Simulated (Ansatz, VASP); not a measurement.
# Two plane-wave programs on Li2S

```
S Li
1.0
     0.00000    2.80606    2.80606
     2.80606    0.00000    2.80606
     2.80606    2.80606    0.00000
S Li
1 2
Cartesian
  0.0000 0.0000 0.0000
  4.2091 4.2091 4.2091
  1.4030 1.4030 1.4030
```

Change from the starting cell: volume scaled by 0.96.

Alike in both runs: task single point; functional PBE; k mesh 8 × 8 × 8; occupations fermi-dirac, width 0.05 eV; no spin polarisation.

```csv
,VASP,Ansatz
version,VASP 6.6.1,Ansatz 0.2.0
potentials or method,"VASP PAW PBE potentials, release 64 (S, Li_sv)",Ansatz PAW
plane-wave cutoff (eV),520,420
valence electrons in the cell,12,12
```

```csv
,VASP,Ansatz,Ansatz less VASP
gap on the k mesh at the Fermi level (eV),3.36,3.36,+0.003
least direct gap on the mesh (eV),4.51,4.50,-0.009
```

 A k mesh can miss the band edges.
